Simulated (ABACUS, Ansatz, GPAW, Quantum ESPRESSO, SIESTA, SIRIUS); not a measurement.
Te2Mo: programs and potentials compared

```xyz
6
Lattice="6.3616 0.0000 0.0000 0.0000 3.4804 0.0000 -0.0857 0.0000 36.1759" Properties=species:S:1:pos:R:3 pbc="T T T"
Te    2.6844    2.6103   19.5604
Te    3.5915    0.8701   16.6155
Te    5.8104    0.8701   20.1329
Te    0.4655    2.6103   16.0430
Mo    1.1110    0.8701   17.9963
Mo    5.1649    2.6103   18.1796
```

The cell is a database's computed one, not the measured one.

The cell holds a layer with vacuum beside it, so values per volume hang on the cell's height.

Alike in all runs: task single point; functional PBEsol; k mesh 4 × 8 × 1; occupations fermi-dirac, width 0.05 eV; no spin polarisation; no spin-orbit coupling. A missing gap at this level doesn't show that the real crystal is a metal.

```
                                                                                      program and potentials  plane-wave cutoff (eV)                                                                                             notes  band gap (eV)  largest force (eV/Å)
                                                                                          Ansatz, Ansatz PAW                     420  potentials made for PBE, which Ansatz adapts in part; 15.33 valence electrons an atom on average         no gap                 0.248
SIESTA, files PseudoDojo sr-pbesol-0.4.1-standard, DZP (energy shift 0.003 Ry; two zetas on semicore shells)                       -                                          atomic basis; 15.33 valence electrons an atom on average         no gap                 0.404
                                                 ABACUS, PseudoDojo NC SR 0.4.1 PBEsol standard, plane waves                    1129                                                        15.33 valence electrons an atom on average         no gap                 0.208
                                              SIRIUS, PseudoDojo 0.4.1 PBEsol standard (scalar relativistic)                    1102                                                        15.33 valence electrons an atom on average         no gap                 0.208
                                                              Ansatz, all-electron LAPW, scalar-relativistic                       -                                                                                                 -         no gap                 0.248
                                                           GPAW, PAW data sets generated for this functional                     600                                                         8.67 valence electrons an atom on average         no gap                 0.304
                                                                           Quantum ESPRESSO, GBRV 1.5 PBEsol                     612                                                         8.67 valence electrons an atom on average         no gap                 0.178
```

Force on atom 1 (Te), eV/Å:

```
                                                                                      program and potentials      x      y       z
                                                                                          Ansatz, Ansatz PAW  0.035  0.000  -0.246
SIESTA, files PseudoDojo sr-pbesol-0.4.1-standard, DZP (energy shift 0.003 Ry; two zetas on semicore shells)  0.032  0.000   0.059
                                                 ABACUS, PseudoDojo NC SR 0.4.1 PBEsol standard, plane waves  0.034  0.000  -0.205
                                              SIRIUS, PseudoDojo 0.4.1 PBEsol standard (scalar relativistic)  0.035  0.000  -0.205
                                                              Ansatz, all-electron LAPW, scalar-relativistic  0.035  0.000  -0.245
                                                           GPAW, PAW data sets generated for this functional  0.034  0.000  -0.294
                                                                           Quantum ESPRESSO, GBRV 1.5 PBEsol  0.034  0.000  -0.175
```

None finds a gap. Rows in atomic bases carry the error of their basis and grid, which can be large.

The functional is the same throughout but for its coding, so the spread measures potentials, basis and numerics; runs on potential files found faulty are left out.
